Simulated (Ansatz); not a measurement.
## Stack of 1T-ZrSSe under 1T-PtSe2, shifted by a third of the diagonal in a perpendicular field

What dipole does a perpendicular field induce in the stack of 1T-ZrSSe under 1T-PtSe2, shifted by a third of the diagonal, and does the gap follow? A positive field points along +c.

Calculated with Ansatz 0.2.0; plane-wave DFT, PBE-D3(BJ), Ansatz PAW.

Report form: the programs' logs are mostly left out.

## Step 1: The structure

The cell holds 6 atoms: 3 Se, 1 Zr, 1 S and 1 Pt. Cell: a = 3.745 Å, b = 3.745 Å, c = 48.220 Å, α = 90.0°, β = 90.0°, γ = 120.0°. Regions: layer 1: 1T-ZrSSe, 3 atoms (1 Se, 1 Zr and 1 S); layer 2: 1T-PtSe2, 3 atoms (2 Se and 1 Pt). Vacuum lies along c.

## Step 2: Relaxing the slab

The starting cell is a guess, so the in-plane lattice and the atoms are relaxed first, with the slab cut off from its images along the normal.

input.yaml

```yaml
crystal:
  lattice:
    - [3.745, 0.0, 0.0]
    - [-1.8725, 3.2432651372, 0.0]
    - [0.0, 0.0, 48.2199755762]
  atoms:
    - { symbol: Se, position: [0.6666666667, 0.3333333333, 0.4106182088] }
    - { symbol: Zr, position: [0.0, 0.0, 0.4474220583] }
    - { symbol: S, position: [0.3333333333, 0.6666666667, 0.4791013995] }
    - { symbol: Se, position: [0.0, 0.0, 0.5423531942] }
    - { symbol: Pt, position: [0.3333333333, 0.6666666667, 0.5658674927] }
    - { symbol: Se, position: [0.6666666667, 0.3333333333, 0.5893817912] }
  periodic: [true, true, false]
kpoints:
  mp_grid: { grid: [12, 12, 1] }
hamiltonian:
  xc: pbe
  dispersion: d3bj
scf:
  occupations: { method: fermi_dirac, width: 0.05 }
  convergence: { dr2_threshold: 1.0e-09 }
relax:
  f_tol: 0.004
  max_steps: 90
  cell: {}
output:
  write_potential: true
  write_density: true
  volumetric_format: npy
```

The run is started by

```bash
$ ansatz run input.yaml --threads 2 --pin off --max-ram 3072MiB --backend cpu --events-out ev --progress --plain --runs-dir out
```

The job ended after 8.1 min (2 threads of Arm Neoverse N1, shared host; peak memory 1 GiB).

Step by step:

```
step  energy less that of the first step (eV)  largest force component (eV/Å)  volume (Å³)
   1                                   0.0000                          2.1682       585.68
   2                                  -0.5534                          0.3583       583.29
   3                                  -0.5616                          0.3023       571.68
   4                                  -0.5790                          0.1052       573.99
   5                                  -0.5810                          0.0517       572.74
   6                                  -0.5813                          0.0054       573.25
   7                                  -0.5813                          0.0031       573.15
  8*                                  -0.5809                          0.0031       573.15
```

Relaxation steps marked * repeat the geometry before them on a plane-wave basis chosen anew for their cell, so energy and pressure can jump there.

The run keeps the 6 symmetry operations that it works with, so distortions that break them were not tested.

```
cell as run  before  after  change
      a (Å)   3.745  3.705  -1.1 %
      b (Å)   3.745  3.705  -1.1 %
```

The atoms that moved most (Å, along periodic axes as changes of fractional coordinates times the final cell, across vacuum about the mean position):

```
atom     dx     dy      dz  length
 Se4  0.000  0.000  -0.232   0.232
 Se1  0.000  0.000   0.175   0.175
 Se6  0.000  0.000   0.145   0.145
  S3  0.000  0.000  -0.087   0.087
 Pt5  0.000  0.000  -0.047   0.047
 Zr2  0.000  0.000   0.046   0.046
```

Final coordinates:

```xyz
6
Lattice="3.7047 0.0000 0.0000 -1.8524 3.2084 0.0000 0.0000 0.0000 48.2200" Properties=species:S:1:pos:R:3
Se    1.8524    1.0695   19.9748
Zr    0.0000    0.0000   21.6207
S     0.0000    2.1389   23.0151
Se    0.0000    0.0000   25.9204
Pt    0.0000    2.1389   27.2393
Se    1.8524    1.0695   28.5651
```

Numbers from this step:

* energy at zero smearing: -34023.6745 eV

The lattice constant a goes from 3.745 to 3.705 Å.

## Step 3: Single point, field 0, start network

A sawtooth potential applies the field, turning back in the middle of the vacuum. With the dipole correction the typed value is the field outside the slab. The induced dipole is small, so the SCF threshold is tight.

The cell differs from the one that the last finished run ended in (c 48.220 → 26.590 Å).

input.yaml

```yaml
crystal:
  lattice:
    - [3.7047216672, 0.0, 0.0]
    - [-1.8523608336, 3.2083830778, 0.0]
    - [0.0, 0.0, 26.5903638092]
  atoms:
    - { symbol: Se, position: [0.6666666667, 0.3333333333, 0.3384684792] }
    - { symbol: Zr, position: [0.0, 0.0, 0.4003656337] }
    - { symbol: S, position: [0.3333333333, 0.6666666667, 0.4528057922] }
    - { symbol: Se, position: [0.0, 0.0, 0.5620672597] }
    - { symbol: Pt, position: [0.3333333333, 0.6666666667, 0.6116688218] }
    - { symbol: Se, position: [0.6666666667, 0.3333333333, 0.6615315208] }
kpoints:
  mp_grid: { grid: [12, 12, 1] }
  band_path:
    path: [[0, 0, 0], [0.5, 0, 0], [0.33333333, 0.33333333, 0], [0, 0, 0]]
    npoints: 16
hamiltonian:
  xc: pbe
  dispersion: d3bj
scf:
  occupations: { method: fermi_dirac, width: 0.02585 }
  convergence: { dr2_threshold: 1.0e-10 }
efield:
  axis: 3
  dipole_correction: true
  ramp_position: 0.97
  ramp_width: 0.06
  amplitude: 0
output:
  dos: { projected: true, e_range: [-6, 5] }
  write_potential: true
  write_density: true
  volumetric_format: npy
  elf: true
```

It took 71 s on 2 threads; peak memory 0.86 GiB.

Numbers from this step:

* dipole along the normal: 0.01150 e·Å
* gap along the path: 0.5550 eV
* smallest direct gap along the path: 1.166 eV
* step between the vacuum levels: -0.1751 eV
* ionisation energy, upper face: 5.563 eV
* electron affinity, upper face: 5.008 eV
* ionisation energy, lower face: 5.738 eV
* gap, the smaller of path and mesh: 0.5550 eV

Running mean over a fixed 2.5 Å (it still follows the layers) of the planar mean; the ramp of the sawtooth is left out. The electron's electrostatic potential energy less the Fermi level by z:

z (Å), electron's electrostatic potential energy less the Fermi level (eV) and a bar from the least value:
```
      3.5       5.45 ##############################
      4.0       5.45 ##############################
      4.5       5.45 ##############################
      5.0       5.45 ##############################
      5.5       5.44 ##############################
      6.0       5.42 ##############################
      6.5       5.32 ##############################
      7.0       4.82 #############################
      7.5       3.52 ##########################
      8.0       1.88 ######################
      8.5      -0.01 ##################
      9.0      -2.38 #############
      9.5      -5.52 #######
     10.0      -7.52 ###
     10.5      -8.39 #
     11.0      -8.71 
     11.5      -7.76 ##
     12.0      -4.63 #########
     12.5      -1.57 ###############
     13.0       0.28 ###################
     13.5       1.04 #####################
     14.0       0.76 ####################
     14.5      -1.23 ################
     15.0      -4.39 #########
     15.5      -7.17 ###
     16.0      -8.21 #
     16.5      -8.22 #
     17.0      -7.25 ###
     17.5      -4.55 #########
     18.0      -1.30 ################
     18.5       1.15 #####################
     19.0       2.93 #########################
     19.5       4.39 ############################
     20.0       5.07 #############################
     20.5       5.22 ##############################
     21.0       5.26 ##############################
     21.5       5.27 ##############################
     22.0       5.27 ##############################
     22.5       5.27 ##############################
     23.0       5.27 ##############################
```

The density of states has structure finer than the step of the table below, so its rows give means over 0.2 eV, whole bins alone (the curve runs from -6 to 2.24 eV). Peaks (eV: height): -5.28: 13.4, -4.18: 12.1, -3.63: 15.2, -3.19: 14.5, -2.61: 21.6, -2.39: 13.3, 1.25: 13.6.

The density of states by energy, zero at the Fermi level of the run, which the smearing sets inside the gap; means over each step:

```
energy (eV)  density of states (states/eV a cell)
       -5.8                                  1.63
       -5.6                                  4.36
       -5.4                                  3.64
       -5.2                                  8.12
       -5.0                                  4.04
       -4.8                                  4.20
       -4.6                                  3.81
       -4.4                                  4.30
       -4.2                                  7.96
       -4.0                                  5.23
       -3.8                                  7.00
       -3.6                                  7.88
       -3.4                                  4.07
       -3.2                                  8.41
       -3.0                                  6.75
       -2.8                                  4.56
       -2.6                                  9.72
       -2.4                                  5.61
       -2.2                                  3.37
       -2.0                                  4.58
       -1.8                                  4.78
       -1.6                                  7.92
       -1.4                                  6.20
       -1.2                                  4.80
       -1.0                                  3.70
       -0.8                                  3.38
       -0.6                                  3.71
       -0.4                                  3.06
       -0.2                                 0.165
        0.0                                     0
        0.2                                0.0477
        0.4                                  1.07
        0.6                                  1.62
        0.8                                  2.04
        1.0                                  4.12
        1.2                                  5.54
        1.4                                  3.42
        1.6                                  3.71
        1.8                                  5.49
        2.0                                  6.43
```

Projected DOS per atom over height of the atomic layer and energy from the Fermi level. Layers: Se Zr S Se Pt Se from below.

Ten even steps from '0' (0.0 states/eV) to '9' (3.1 states/eV), each cell a mean:
```
160323
030333
030222
060000
030000
000000
000000
000314
100223
502222
613233
412121
311171
324191
358020
323171
223152
124252
012231
000383
000383
000121
```
Columns: height of the atomic layer (Å) from 9 to 17.6 (not evenly spaced); rows upwards: energy from the Fermi level (eV) from -5.96 to 2.23.

Electronic bands along the path, in eV, zero at the Fermi level of the run, which the smearing sets inside the gap:

```
  point  band 39  band 40  band 41  band 42  band 43  band 44  band 45  band 46
      Γ    -0.45    -0.45    -0.35    -0.35     0.86     0.86     1.66     2.58
halfway    -1.30    -0.95    -0.74    -0.63     0.61     1.12     1.99     2.19
      M    -2.20    -2.04    -1.72    -1.40     0.27     2.05     2.30     2.52
halfway    -2.33    -2.00    -1.56    -1.35     0.99     1.53     1.84     2.41
      K    -2.39    -2.32    -1.37    -1.32     1.32     1.34     1.72     2.12
halfway    -1.39    -1.20    -1.01    -0.46     1.16     1.28     1.46     1.76
      Γ    -0.45    -0.45    -0.35    -0.35     0.86     0.86     1.66     2.58
```

ELF in the ca plane at fractional y = 0.000, with atoms of Zr and Se within 0.2 Å of it. It is the smooth field of the valence electrons, not physical close to the nuclei.

Values, 6 rows by 16 columns, each cell a mean:
```
0.00 0.00 0.00 0.00 0.02 0.14 0.30 0.68 0.36 0.07 0.53 0.66 0.59 0.16 0.06 0.03
0.00 0.00 0.00 0.01 0.18 0.53 0.40 0.31 0.36 0.39 0.23 0.66 0.52 0.25 0.39 0.27
0.00 0.00 0.00 0.05 0.42 0.72 0.65 0.24 0.68 0.67 0.08 0.17 0.28 0.35 0.67 0.57
0.00 0.00 0.00 0.04 0.36 0.70 0.60 0.19 0.61 0.62 0.09 0.30 0.32 0.33 0.62 0.51
0.00 0.00 0.00 0.01 0.11 0.39 0.32 0.52 0.30 0.26 0.33 0.74 0.60 0.21 0.25 0.16
0.00 0.00 0.00 0.00 0.01 0.09 0.32 0.54 0.40 0.05 0.58 0.57 0.54 0.15 0.03 0.01
```
Columns run along c (16.0 Å, from fractional 0.13 to 0.73 of the cell), rows up along a (3.7 Å). Atoms in or near the plane, at fractional coordinates: Zr at (0.40, 0.00), Se at (0.56, 0.00).

Electrostatic potential energy in the ca plane at fractional y = 0.000, with atoms of Zr and Se within 0.2 Å of it. With pseudopotentials it is smooth inside the atoms' cores, unlike the true potential.

Ten even steps from '0' (-35 eV) to '9' (7 eV), each cell a mean:
```
99998620000589999745653799999999999999999999
99998751003789999864436899999999999999999999
99998876557889999987678888989999999999999999
99988888888889999999988878888999999999999999
99887889888888999999998777778899999999999999
99888888888888999999998777878899999999999999
99988887777889999998888888888999999999999999
99998863235789999975457899999999999999999999
99998730001689999844544899999999999999999999
99998610000589999746763799999999999999999999
```
Columns run along c (16.0 Å, from fractional 0.29 to 0.89 of the cell; values clipped at the 3rd and 97th percentile), rows up along a (3.7 Å). Atoms in or near the plane, at fractional coordinates: Zr at (0.40, 0.00), Se at (0.56, 0.00).

Valence density in the ca plane at fractional y = 0.000, with atoms of Zr and Se within 0.2 Å of it. It is the smooth field of the valence electrons, not physical close to the nuclei.

Ten steps, logarithmic in the rise over the least value, from '0' (0 e/Å³) to '9' (34 e/Å³), each cell a mean:
```
00000135554100000137873100000000000000000000
00000123442100000123432100000000000000000000
00001111211110000011211111110000000000000000
00011110001111000000111111111000000000000000
00111110001111000000001222211100000000000000
00111110001111000000011121111100000000000000
00011111111110000001111111111000000000000000
00000112331100000012321110000000000000000000
00000124553100000125752100000000000000000000
00000135554100000148983100000000000000000000
```
Columns run along c (16.0 Å, from fractional 0.29 to 0.89 of the cell), rows up along a (3.7 Å). Atoms in or near the plane, at fractional coordinates: Zr at (0.40, 0.00), Se at (0.56, 0.00).

The gap is 0.56 eV, with the valence edge 5.56 eV and the conduction edge 5.01 eV under the upper vacuum level. Spin-orbit coupling, left out in this run, matters for the bands of elements this heavy.

## Step 4: Single point, field 0.1 V/Å

input.yaml: that of step 3 with these lines changed.

```diff
@@ -26,7 +26,6 @@
   dipole_correction: true
-  ramp_position: 0.97
-  ramp_width: 0.06
-  amplitude: 0
+  ramp_position: 0.9586
+  ramp_width: 0.0827
+  amplitude: 0.1
 output:
-  dos: { projected: true, e_range: [-6, 5] }
   write_potential: true
@@ -34,2 +33 @@
   volumetric_format: npy
-  elf: true
```

It took 74 s on 2 threads; peak memory 0.76 GiB.

The dipole is 0.0779 e·Å, 0.0664 e·Å from its value without field, and the gap 0.507 eV.

## Step 5: Single point, field -0.1 V/Å

input.yaml: that of step 4 with these lines changed.

```diff
@@ -28,3 +28,3 @@
   ramp_width: 0.0827
-  amplitude: 0.1
+  amplitude: -0.1
 output:
```

It took 74 s on 2 threads; peak memory 0.76 GiB.

The dipole is -0.0549 e·Å, -0.0664 e·Å from its value without field, and the gap 0.603 eV.

## Step 6: Response, atoms held

This step: plane-wave DFT, PBE-D3(BJ), Ansatz PAW; response to a field along the normal, atoms held (Ansatz 0.2.0).

The dipoles give the slope, and the difference of two potentials shows where the field is screened.

This step gave:

```yaml
equivalent_conductor_thickness_p_eps_0ae: 10.11 Å
distance_between_the_outer_atoms: 8.590 Å
```

Table of dipole of the cell by applied field:

```
applied field (V/Å)  dipole of the cell (e·Å)
            -0.1000                   -0.0549
             0.0000                    0.0115
             0.1000                    0.0779
```

Local field over the applied field, running mean. From the potentials at -0.1 and 0.1 V/Å; running mean over 2.8 Å. Local field over applied field against z:

z (Å), local field over applied field and a bar:
```
      4.5      0.999 ##############################
      5.0      0.995 ##############################
      5.5      0.986 ##############################
      6.0      0.962 #############################
      6.5      0.903 ###########################
      7.0      0.790 ########################
      7.5      0.639 ###################
      8.0      0.475 ##############
      8.5      0.312 #########
      9.0      0.176 #####
      9.5      0.090 ##
     10.0      0.053 #
     10.5      0.042 #
     11.0      0.049 #
     11.5      0.079 ##
     12.0      0.125 ###
     12.5      0.171 #####
     13.0      0.202 ######
     13.5      0.211 ######
     14.0      0.196 #####
     14.5      0.154 ####
     15.0      0.095 ##
     15.5      0.044 #
     16.0      0.017 
     16.5      0.021 
     17.0      0.057 #
     17.5      0.140 ####
     18.0      0.268 ########
     18.5      0.426 #############
     19.0      0.591 ##################
     19.5      0.744 ######################
     20.0      0.867 ##########################
     20.5      0.941 ############################
     21.0      0.977 #############################
     21.5      0.991 ##############################
     22.0      0.997 ##############################
```

The induced electron density oscillates, so the rows of the table below give means over windows of 2.95 Å about each position, cut where the curve ends. Its maxima inside the range that stand out by 2 % of the span (Å: e/Å³ per V/Å): 8.0: 0.00367, 11.1: 4.3e-4, 14.0: 0.00158, 16.7: 2.4e-4. Its minima: 10.2: -8.5e-4, 12.7: -0.00184, 15.8: -1.8e-4, 18.6: -0.00337.

Electrons, planar mean, per unit field. The induced electron density by z; means over each step:

z (Å), induced electron density (e/Å³ per V/Å) and a bar from the least value:
```
     5.61    0.00022 ###############
     8.56    0.00161 ##############################
    11.51   -0.00049 #######
    14.46    0.00052 ##################
    17.41   -0.00111 
    20.36   -0.00074 ####
```

The smaller of the gaps on the path and on the k-mesh, counted as 0 under 0.03 eV. Table of gap by applied field:

```
applied field (V/Å)  gap (eV)
            -0.1000     0.603
             0.0000     0.555
             0.1000     0.507
```

By hand: between -0.1 and 0.1 V/Å the dipole changes by 0.1328 e·Å, a slope of 0.6641 e·Å²/V. A perfect conductor of thickness t has p = ε₀AEt, so t = 180.95 × 0.6641 / 11.886 = 10.11 Å (e/ε₀ = 180.95 V·Å, A in Å²).

The induced dipole is that of a conductor 10.11 Å thick.

## Step 7: Results

```
gap without field                          : 0.555 eV
ionisation energy, upper face              : 5.56 eV
electron affinity, upper face              : 5.01 eV
step between the vacuum levels             : -0.175 eV
equivalent conductor thickness, atoms held : 10.1 Å
```

**Reading.** The induced dipole equals that of a perfect conductor 10.11 Å thick, while the outer atoms lie 8.59 Å apart; an out-of-plane ε follows only once a thickness t is chosen, by 1 − 1/ε = 10.11 Å / t. The two faces differ: the vacuum level above lies 0.18 eV lower than the one below. The gap goes from 0.56 eV to 0.60 eV at -0.1 V/Å. Semilocal functionals give gaps that are too small, and excitons are not included. Spin-orbit coupling is left out, which matters for the bands of elements this heavy.

[Logs are printed without paths, hosts, clocks, repeated set-up lines and the standing remarks that a program may print on its own settings, such as how far it seeks lower states.]

[Hosts, paths, dates, database ids (printed as entryN), source tags and the programs' standing remarks are cut or masked in the printed files.]

[Maps of the electrostatic potential energy from Ansatz leave out the sawtooth potential of an applied field or a dipole correction, so their vacuum need not be flat; planar profiles and work functions include it.]

[The density of states shown here was stored with 400 of the rows of the run's finer table, so its peaks can read low, often by over a quarter, or be missed, and its means over a window can be off by a tenth or more.]
